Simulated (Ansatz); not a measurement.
# LiF: single points about a listed cell

Aim: see how energy, forces, stress and gap of LiF answer to moves of single atoms, further strains and shifts, swapped elements, distortions that keep the symmetry. Nothing is relaxed unless a step says so.

Computed with Ansatz 0.2.0 (DFT PBE, scalar-relativistic, plane waves, PAW, unless a step's input says otherwise).

### Step 1. The starting structure

It takes space group Pm-3m (No. 221, cubic). Conventional cell: a = 2.560 Å, b = 2.560 Å, c = 2.560 Å, α = 90.00°, β = 90.00°, γ = 90.00°. Li (site symmetry m-3m) is surrounded by 8 F at 2.22 Å. F (site symmetry m-3m) is surrounded by 8 Li at 2.22 Å.

As a file:

```xyz
2
Lattice="2.5595 0.0000 0.0000 0.0000 2.5595 0.0000 0.0000 0.0000 2.5595" Properties=species:S:1:pos:R:3 pbc="T T T"
Li    0.0000    0.0000    0.0000
F     1.2798    1.2798    1.2798
```

The structure comes from the Materials Project (structure only).

### Step 2. A distortion of lower symmetry

Against the listed cell: strain xx, yy, zz, yz, xz, xy = -1.0, -1.0, -10.0, +0.0, +0.0, +0.0 %.

input.yaml

```yaml
crystal:
  lattice:
    - [2.5345263626, 0.0, 0.0]
    - [0.0, 2.5345263626, 0.0]
    - [0.0, 0.0, 2.3041683926]
  atoms:
    - { symbol: Li, position: [0.0, 0.0, 0.0] }
    - { symbol: F, position: [0.5, 0.5, 0.5] }
basis:
  ecutwfc: 420
kpoints:
  mp_grid: { grid: [10, 10, 10] }
hamiltonian:
  xc: pbe
scf:
  occupations: { method: gaussian, width: 0.02 }
output:
  forces: true
  stress: true
  eigenvalues: true
```

### Step 3. A change within the space group

input.yaml: that of step 2 with these lines changed.

```diff
@@ -2,5 +2,5 @@
   lattice:
-    - [2.5345263626, 0.0, 0.0]
-    - [0.0, 2.5345263626, 0.0]
-    - [0.0, 0.0, 2.3041683926]
+    - [2.4976690874, 0.0, 0.0]
+    - [0.0, 2.4976690874, 0.0]
+    - [0.0, 0.0, 2.4976690874]
   atoms:
```

### Step 4. A single atom displaced

input.yaml

```yaml
crystal:
  lattice:
    - [2.559533, 0.0, 0.0]
    - [0.0, 2.559533, 0.0]
    - [0.0, 0.0, 2.559533]
  atoms:
    - { symbol: Li, position: [0.0, 0.0, 0.0879066611] }
    - { symbol: F, position: [0.5, 0.5, 0.5] }
basis:
  ecutwfc: 420
kpoints:
  mp_grid: { grid: [10, 10, 10] }
hamiltonian:
  xc: pbe
scf:
  occupations: { method: gaussian, width: 0.02 }
output:
  forces: true
  stress: true
  eigenvalues: true
```

### Step 5. A change within the space group

input.yaml

```yaml
crystal:
  lattice:
    - [2.5146643865, 0.0, 0.0]
    - [0.0, 2.5146643865, 0.0]
    - [0.0, 0.0, 2.5146643865]
  atoms:
    - { symbol: Li, position: [0.0, 0.0, 0.0] }
    - { symbol: F, position: [0.5, 0.5, 0.5] }
basis:
  ecutwfc: 420
kpoints:
  mp_grid: { grid: [10, 10, 10] }
hamiltonian:
  xc: pbe
scf:
  occupations: { method: gaussian, width: 0.02 }
output:
  forces: true
  stress: true
  eigenvalues: true
```

### Step 6. One atom moved

input.yaml

```yaml
crystal:
  lattice:
    - [2.559533, 0.0, 0.0]
    - [0.0, 2.559533, 0.0]
    - [0.0, 0.0, 2.559533]
  atoms:
    - { symbol: Li, position: [0.0, 0.0351626644, 0.0] }
    - { symbol: F, position: [0.5, 0.5, 0.5] }
basis:
  ecutwfc: 420
kpoints:
  mp_grid: { grid: [10, 10, 10] }
hamiltonian:
  xc: pbe
scf:
  occupations: { method: gaussian, width: 0.02 }
output:
  forces: true
  stress: true
  eigenvalues: true
```

### Step 7. One element swapped, cell strained: Li → Na, first probe

input.yaml

```yaml
crystal:
  lattice:
    - [2.9789373579, 0.0, 0.0]
    - [0.0, 2.9789373579, 0.0]
    - [0.0, 0.0, 2.9789373579]
  atoms:
    - { symbol: Na, position: [0.0, 0.0, 0.0] }
    - { symbol: F, position: [0.5, 0.5, 0.5] }
basis:
  ecutwfc: 420
kpoints:
  mp_grid: { grid: [6, 6, 6] }
hamiltonian:
  xc: pbe
scf:
  occupations: { method: gaussian, width: 0.1 }
output:
  forces: true
  stress: true
  eigenvalues: true
```

### Step 8. Substitution of an element, cell strained: Li → Na

input.yaml: that of step 7 with these lines changed.

```diff
@@ -11,3 +11,3 @@
 kpoints:
-  mp_grid: { grid: [6, 6, 6] }
+  mp_grid: { grid: [8, 8, 8] }
 hamiltonian:
@@ -15,3 +15,3 @@
 scf:
-  occupations: { method: gaussian, width: 0.1 }
+  occupations: { method: gaussian, width: 0.02 }
 output:
```

### Step 9. A single atom displaced

input.yaml

```yaml
crystal:
  lattice:
    - [2.559533, 0.0, 0.0]
    - [0.0, 2.559533, 0.0]
    - [0.0, 0.0, 2.559533]
  atoms:
    - { symbol: Li, position: [-0.003567057, -0.0225001983, -0.0539942247] }
    - { symbol: F, position: [0.5, 0.5, 0.5] }
basis:
  ecutwfc: 420
kpoints:
  mp_grid: { grid: [10, 10, 10] }
hamiltonian:
  xc: pbe
scf:
  occupations: { method: gaussian, width: 0.02 }
output:
  forces: true
  stress: true
  eigenvalues: true
  populations: true
```

### Step 10. A distortion that keeps the symmetry

input.yaml

```yaml
crystal:
  lattice:
    - [2.6149468894, 0.0, 0.0]
    - [0.0, 2.6149468894, 0.0]
    - [0.0, 0.0, 2.6149468894]
  atoms:
    - { symbol: Li, position: [0.0, 0.0, 0.0] }
    - { symbol: F, position: [0.5, 0.5, 0.5] }
basis:
  ecutwfc: 420
kpoints:
  mp_grid: { grid: [10, 10, 10] }
hamiltonian:
  xc: pbe
scf:
  occupations: { method: gaussian, width: 0.02 }
output:
  forces: true
  stress: true
  eigenvalues: true
```

**Question.** What will these runs give? Wanted: for each run, case; energy; pressure; largest force.

**Answer**, as computed:

```
step                                                case  energy (meV/atom)  pressure (GPa)  largest force (eV/Å)  gap on the mesh (eV)
   2                      a distortion of lower symmetry               +0.0            12.1                  0.00                  7.90
   3                     a change within the space group              -71.2             5.9                  0.00                  8.13
   4                             a single atom displaced              -85.7             1.2                  0.07                  7.46
   5                     a change within the space group              -76.2             4.1                  0.00                  7.95
   6                                      one atom moved              -82.3             0.2                  0.03                  7.50
   8  substitution of an element, cell strained: Li → Na                n/a            -4.4                  0.00                  5.03
   9                             a single atom displaced              -83.4             0.6                  0.05                  7.48
  10                a distortion that keeps the symmetry              -74.7            -3.8                  0.00                  7.01
```

Energies are counted from step 2, with the smearing taken to zero. Other atoms or functionals have another zero of energy (n/a). 

What this shows: Among the distorted cells of the listed formula and level the largest force, 0.07 eV/Å, comes in step 4, shared by 2 atoms. The pressure is 12.1 GPa in the smallest cell and -3.8 GPa in the largest; between them shape and moved atoms count too. Among the distorted cells of the listed formula and level the gap runs from 7.01 eV to 8.13 eV.

The gaps are Kohn-Sham values of a semilocal functional, not quasiparticle or optical gaps. Such gaps usually fall short of the measured ones.
